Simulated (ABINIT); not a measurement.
# Ba (Im-3m) in ABINIT: relaxation of cell and atoms with PBEsol

Aim: the relaxation of cell and atoms of Ba with PBEsol.

Program: ABINIT 10.8.3 (patched build). These are calculated values, not measurements. Logs are shortened: lines on timing, memory, paths and dates and some standing lists are left out, and cuts for length are marked. The log counts tension as positive stress, the text compression.

## (1) Starting point

Symmetry: Im-3m, No. 229, cubic system. Conventional cell: a = 5.013 Å, b = 5.013 Å, c = 5.013 Å, α = 90.00°, β = 90.00°, γ = 90.00°. Ba (site symmetry m-3m) is surrounded by 8 Ba at 4.34 Å.

## (2) Relaxation of cell and atoms, PBEsol

run.abi

```
# Pseudopotentials
pp_dirpath "./"
pseudos "Ba.GGA_PBE-JTH.xml"

# Structure
acell 4.3413853492 4.3413853492 4.3413853492 Angstrom
rprim
    -0.5773502692     0.5773502692     0.5773502692
     0.5773502692    -0.5773502692     0.5773502692
     0.5773502692     0.5773502692    -0.5773502692
ntypat 1
znucl 56
natom 1
typat 1
chkprim 0
chksymtnons 0
tolsym 1.0e-6
xred
            0.0            0.0            0.0

# Plane-wave basis
ecut 15.0
pawecutdg 30.0
pawxcdev 0
ecutsm 0.5

# k points
kptopt 1
ngkpt 6 6 6
nshiftk 1
shiftk 0.0 0.0 0.0

# Exchange and correlation
ixc -116133

# Bands and occupations
nband 9
occopt 3
tsmear 0.00183747

# SCF cycle
nstep 80
tolvrs 1.0e-10

# Output
iomode 3
prteig 0
prtebands 0
prtwf 0
prtden 0

# Relaxation
ionmov 2
optcell 2
ntime 50
tolmxf 2.0e-5
dilatmx 1.08
```

Potentials or basis: JTH PAW PBE v2.0.

Launch:

```sh
$ abinit run.abi > log 2>&1
```

run.abo:

```text
.Version 10.8.3 of ABINIT
 Symmetries : space group Im -3 m (#229); Bravais cI (body-center cubic)
================================================================================
 Values of the parameters that define the memory need of the present run
     intxc =       0    ionmov =       2      iscf =      17    lmnmax =      18
     lnmax =       6     mgfft =      32  mpssoang =       3    mqgrid =    3001
     natom =       1  nloc_mem =       2    nspden =       1   nspinor =       1
    nsppol =       1      nsym =      48    n1xccc =       1    ntypat =       1
    occopt =       3   xclevel =       2
       mpw =        1499          nfft =       32768          nkpt =          16
 PAW method is used; the additional fine FFT grid is defined by:
   mgfftf=        45    nfftf =     91125
================================================================================
================================================================================

--------------------------------------------------------------------------------
------------- Echo of variables that govern the present computation ------------
--------------------------------------------------------------------------------
 -outvars: echo values of preprocessed input variables --------
            acell      8.2040293170E+00  8.2040293170E+00  8.2040293170E+00 Bohr
              amu      1.37327000E+02
          chkprim           0
      chksymtnons           0
          dilatmx      1.08000000E+00
             ecut      1.50000000E+01 Hartree
           ecutsm      5.00000000E-01 Hartree
           ionmov           2
              ixc     -116133
         kptrlatt        6    0    0      0    6    0      0    0    6
          kptrlen      4.92241759E+01
            natom           1
            nband           9
            ngfft          32      32      32
          ngfftdg          45      45      45
             nkpt          16
            nstep          80
             nsym          48
            ntime          50
           ntypat           1
           occopt           3
          optcell           2
        pawecutdg      3.00000000E+01 Hartree
         pawxcdev           0
           prtden           0
        prtebands           0
           prteig           0
            prtwf           0
            rprim     -5.7735026920E-01  5.7735026920E-01  5.7735026920E-01
                       5.7735026920E-01 -5.7735026920E-01  5.7735026920E-01
                       5.7735026920E-01  5.7735026920E-01 -5.7735026920E-01
          spgroup         229
           tolmxf      2.00000000E-05
           tolsym      1.00000000E-06
           tolvrs      1.00000000E-10
           tsmear      1.83747000E-03 Hartree
            typat      1
           useylm           1
            znucl       56.00000

================================================================================

 chkinp: Checking input parameters for consistency.

================================================================================
== DATASET  1 ==================================================================

--- !DatasetInfo
iteration_state: {dtset: 1, }
dimensions: {natom: 1, nkpt: 16, mband: 9, nsppol: 1, nspinor: 1, nspden: 1, mpw: 1499, }
cutoff_energies: {ecut:  15.0, pawecutdg:  30.0, }
electrons: {nelect:   1.00000000E+01, charge:   0.00000000E+00, occopt:   3.00000000E+00, tsmear:   1.83747000E-03, }
meta: {optdriver: 0, ionmov: 2, optcell: 2, iscf: 17, paral_kgb: 0, }
...

 Real(R)+Recip(G) space primitive vectors, cartesian coordinates (Bohr,Bohr^-1):
 R(1)= -4.7365985  4.7365985  4.7365985  G(1)=  0.0000000  0.1055610  0.1055610
 R(2)=  4.7365985 -4.7365985  4.7365985  G(2)=  0.1055610  0.0000000  0.1055610
 R(3)=  4.7365985  4.7365985 -4.7365985  G(3)=  0.1055610  0.1055610  0.0000000
 Unit cell volume ucvol=  4.2506928E+02 bohr^3
 Angles (23,13,12)=  1.09471221E+02  1.09471221E+02  1.09471221E+02 degrees

 Coarse grid specifications (used for wave-functions):

 getcut: wavevector=  0.0000  0.0000  0.0000  ngfft=  32  32  32
         ecut(hartree)=     17.496   => boxcut(ratio)=   2.07354

 Fine grid specifications (used for densities):

 getcut: wavevector=  0.0000  0.0000  0.0000  ngfft=  45  45  45
         ecut(hartree)=     34.992   => boxcut(ratio)=   2.01512

--- Pseudopotential description ------------------------------------------------
- pspini: atom type   1  psp file is ./Ba.GGA_PBE-JTH.xml
 Pseudopotential format is: paw10
 basis_size (lnmax)=  6 (lmn_size= 18), orbitals=   0   0   1   1   2   2
 Spheres core radius: rc_sph= 2.31518568
 Shapefunction is SIN type: shapef(r)=[sin(pi*r/rshp)/(pi*r/rshp)]**2
 Radius for shape functions =  1.90897922
 Compensation charge density is not taken into account in XC energy/potential

   6.16863851E+02                                ecore*ucvol(ha*bohr**3)
--------------------------------------------------------------------------------

================================================================================

=== [ionmov= 2] Broyden-Fletcher-Goldfarb-Shanno method (forces)
================================================================================

--- Iteration: ( 1/50) Internal Cycle: (1/1)
--------------------------------------------------------------------------------

---SELF-CONSISTENT-FIELD CONVERGENCE--------------------------------------------

--- !BeginCycle
iteration_state: {dtset: 1, itime: 1, icycle: 1, }
solver: {iscf: 17, nstep: 80, nline: 4, wfoptalg: 10, }
tolerances: {tolvrs: 1.00E-10, }
...

     iter   Etot(hartree)      deltaE(h)  residm     nres2
 ETOT  1  -25.817526499049    -2.582E+01 6.933E-02 1.780E-01
 ETOT  2  -25.839078106240    -2.155E-02 2.933E-03 1.343E-02
 ETOT  3  -25.838978211497     9.989E-05 8.675E-04 2.971E-03
 ETOT  4  -25.838978766973    -5.555E-07 3.738E-04 4.599E-04
 ETOT  5  -25.838981944874    -3.178E-06 3.391E-05 1.816E-05
 ETOT  6  -25.838981913786     3.109E-08 3.750E-05 8.614E-07
 ETOT  7  -25.838981914165    -3.792E-10 6.174E-06 8.321E-08
 ETOT  8  -25.838981914178    -1.279E-11 9.052E-06 2.324E-09
 ETOT  9  -25.838981914211    -3.323E-11 1.208E-06 9.684E-11
[... 312 lines left out ...]
 -0.00000000000000E+00 -0.00000000000000E+00 -0.00000000000000E+00
 Gradient of E wrt nuclear positions in reduced coordinates (gred)
  0.00000000000000E+00  0.00000000000000E+00 -0.00000000000000E+00
 Scale of Primitive Cell (acell) [bohr]
  8.03442459532244E+00  8.03442459532244E+00  8.03442459532244E+00
 Real space primitive translations (rprimd) [bohr]
 -4.63867720289316E+00  4.63867720289316E+00  4.63867720289316E+00
  4.63867720289316E+00 -4.63867720289316E+00  4.63867720289316E+00
  4.63867720289316E+00  4.63867720289316E+00 -4.63867720289316E+00
 Unitary Cell Volume (ucvol) [Bohr^3]=  3.99247721908073E+02
 Angles (23,13,12)= [degrees]
  1.09471220634491E+02  1.09471220634491E+02  1.09471220634491E+02
 Lengths [Bohr]
  8.03442459532244E+00  8.03442459532244E+00  8.03442459532244E+00
 Stress tensor in cartesian coordinates (strten) [Ha/bohr^3]
 -9.61922544655963E-10  0.00000000000000E+00  0.00000000000000E+00
  0.00000000000000E+00 -9.61922543788601E-10  0.00000000000000E+00
  0.00000000000000E+00  0.00000000000000E+00 -9.61922544655963E-10
 Total energy (etotal) [Ha]= -2.58392086942416E+01

 Difference of energy with previous step (new-old):
           Absolute (Ha)=-4.27893E-08
           Relative     =-1.65598E-09

 At Broyd/MD step   4, gradients are converged :
  max grad (force/stress) = 9.6192E-08 < tolmxf= 2.0000E-05 ha/bohr (free atoms)

================================================================================

 ----iterations are completed or convergence reached----

 Mean square residual over all n,k,spin=   21.086E-14; max=  29.705E-12
 reduced coordinates (array xred) for    1 atoms
       0.000000000000      0.000000000000      0.000000000000
 rms dE/dt=  0.0000E+00; max dE/dt=  0.0000E+00; dE/dt below (all hartree)
    1       0.000000000000      0.000000000000      0.000000000000

 cartesian coordinates (angstrom) at end:
    1      0.00000000000000     0.00000000000000     0.00000000000000

 cartesian forces (hartree/bohr) at end:
    1     -0.00000000000000    -0.00000000000000    -0.00000000000000
 frms,max,avg= 0.0000000E+00 0.0000000E+00   0.000E+00  0.000E+00  0.000E+00 h/b

 cartesian forces (eV/Angstrom) at end:
    1     -0.00000000000000    -0.00000000000000    -0.00000000000000
 frms,max,avg= 0.0000000E+00 0.0000000E+00   0.000E+00  0.000E+00  0.000E+00 e/A
 length scales=  8.034424595322  8.034424595322  8.034424595322 bohr
              =  4.251634395679  4.251634395679  4.251634395679 angstroms
 Fermi (or HOMO) energy (hartree) =   0.07730   Average Vxc (hartree)=  -0.29360
 Eigenvalues (hartree) for nkpt=  16  k points:
 kpt#   1, nband=  9, wtk=  0.00463, kpt=  0.0000  0.0000  0.0000 (reduced coord)
  -0.98063   -0.42537   -0.42537   -0.42537   -0.02650    0.14551    0.14551    0.14551
   0.20141
      occupation numbers for kpt#   1
   2.00000    2.00000    2.00000    2.00000    2.00000    0.00000    0.00000    0.00000
   0.00000
 prteigrs : prtvol=0 or 1, do not print more k-points.

--- !EnergyTerms
iteration_state     : {dtset: 1, itime: 4, icycle: 1, }
comment             : Components of total free energy in Hartree
kinetic             :  9.00359149706698E+00
hartree             :  4.07011236265676E+00
xc                  : -9.46589628922051E+00
Ewald energy        : -1.96135303790841E+01
psp_core            :  1.54506542538509E+00
local_psp           : -1.21085134460132E+01
PAW spherical_terms :  7.30523362819991E-01
internal            : -2.58386474663890E+01
'-kT*entropy'       : -5.66352036056253E-04
total_energy        : -2.58392138184250E+01
total_energy_eV     : -7.03120827505653E+02
...

--- !EnergyTermsDC
iteration_state     : {dtset: 1, itime: 4, icycle: 1, }
comment             : '"Double-counting" decomposition of free energy'
band_energy         : -4.46520175738589E+00
Ewald energy        : -1.96135303790841E+01
psp_core            :  1.54506542538509E+00
xc_dc               : -5.40299845420613E+00
PAW spherical_terms :  2.09802282308547E+00
internal            : -2.58386423422055E+01
'-kT*entropy'       : -5.66352036056253E-04
total_energy_dc     : -2.58392086942416E+01
total_energy_dc_eV  : -7.03120688069518E+02
...

--- !EnergyTermsWithPAWCore
iteration_state     : {dtset: 1, itime: 4, icycle: 1, }
comment             : 'Components of total free energy, including PAW core contributions'
Total energy        : -8.13245450920401E+03
Total energy DC     : -8.13245450407983E+03
Total energy (eV)   : -2.21295360777820E+05
Total energy DC (eV): -2.21295360638384E+05
...

 Cartesian components of stress tensor (hartree/bohr^3)
  sigma(1 1)= -9.61922545E-10  sigma(3 2)=  0.00000000E+00
  sigma(2 2)= -9.61922544E-10  sigma(3 1)=  0.00000000E+00
  sigma(3 3)= -9.61922545E-10  sigma(2 1)=  0.00000000E+00

-Cartesian components of stress tensor (GPa)         [Pressure=  2.8301E-05 GPa]
- sigma(1 1)= -2.83007383E-05  sigma(3 2)=  0.00000000E+00
- sigma(2 2)= -2.83007383E-05  sigma(3 1)=  0.00000000E+00
- sigma(3 3)= -2.83007383E-05  sigma(2 1)=  0.00000000E+00

== END DATASET(S) ==============================================================
================================================================================

 -outvars: echo values of variables after computation  --------
            acell      8.0344245953E+00  8.0344245953E+00  8.0344245953E+00 Bohr
           etotal     -2.5839208694E+01
            fcart     -0.0000000000E+00 -0.0000000000E+00 -0.0000000000E+00
            rprim     -5.7735026919E-01  5.7735026919E-01  5.7735026919E-01
                       5.7735026919E-01 -5.7735026919E-01  5.7735026919E-01
                       5.7735026919E-01  5.7735026919E-01 -5.7735026919E-01
           strten     -9.6192254466E-10 -9.6192254379E-10 -9.6192254466E-10
                       0.0000000000E+00  0.0000000000E+00  0.0000000000E+00
 Calculation completed.
```

Wall time 17 s (1 thread of Intel Xeon 6975P-C (Granite Rapids), shared host); peak memory 0.1 GiB.

Results:

- Free energy: -703.1207 eV
- Relaxed volume: 59.16 Å³/atom
- Relaxed cell: a = 4.252 Å, b = 4.252 Å, c = 4.252 Å, α = 109.47°, β = 109.47°, γ = 109.47°
- Space group after relaxing (to 0.05 Å): Im-3m (No. 229)
- Energy gained by relaxing: 6.2 meV/atom
- Ionic steps: 4
- Pressure after relaxing: 0.0 GPa
- Band gap on the k mesh: none (metal or under the smearing width)

The path:
```csv
step,energy change (eV),largest force (eV/Å),pressure (GPa),volume (Å³)
1,0.0000,0.0000,-0.49,62.99
2,-0.0003,0.0000,-0.48,62.89
3,-0.0062,0.0000,0.01,59.11
4,-0.0062,0.0000,0.00,59.16
```

Final structure:
```xyz
1
Lattice="-2.4547 2.4547 2.4547 2.4547 -2.4547 2.4547 2.4547 2.4547 -2.4547" Properties=species:S:1:pos:R:3 pbc="T T T"
Ba    0.0000    0.0000    0.0000
```

Caveat: this set's barium file shifts pressures by 1.5 GPa and gaps by 0.1 eV against other sets; the PAW data sets were made with another functional, which shifts forces and pressure a little. The run has no spin-orbit coupling, so splittings on Ba are missing.
